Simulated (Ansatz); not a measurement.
# Au at a changed volume — 197Au nuclear quadrupole resonance

Cell: a structure deposited in the COD, relaxed with PBE at fixed cell and then changed (volume scaled by 0.94, ions relaxed).

```yaml
crystal:
  lattice:
    - [2.84080, 0.00000, 0.00000]
    - [-1.42040, 2.46020, 0.00000]
    - [0.00000, 0.00000, 4.78038]
  atoms:
    - { symbol: Au, position: [0.33333, 0.66667, 0.75000] }
    - { symbol: Au, position: [0.66667, 0.33333, 0.25000] }
```

Atom numbers follow the list; atoms alike are taken as one site, whose name carries the number of the first.

Level of theory: DFT, PBE, plane waves and PAW, scalar-relativistic, 420 eV cutoff, Γ-centred 18×18×10 k-points, Fermi–Dirac smearing 0.05 eV (Ansatz 0.2.0).

197Au: I = 3/2, Q = 547.0 mb (year-2017 value). Static lattice, zero field.

Q: Predict the zero-field 197Au lines of each site.

A: For I = 3/2 there is one line, ν = (|C_Q|/2)(1 + η²/3)^½.

```json
{"site": "Au", "atoms": "1, 2", "V_zz (10²¹ V/m²)": "1.71", "C_Q (MHz)": "22.6", "η": "0.00", "line frequencies (MHz)": "11.3"}
```

An axis of threefold or higher order runs through Au, so V_zz lies along it and η is zero.

With no gap above 0.1 eV, as in a metal, the gradients converge slowly in k; expect changes of a tenth or more on a denser mesh. Spin–orbit coupling is left out, which shifts gradients on Au by a few per cent in wide-gap crystals, and can shift them far more where the calculated gap is small or absent, as here. At this changed cell the PBE pressure is 13 GPa.
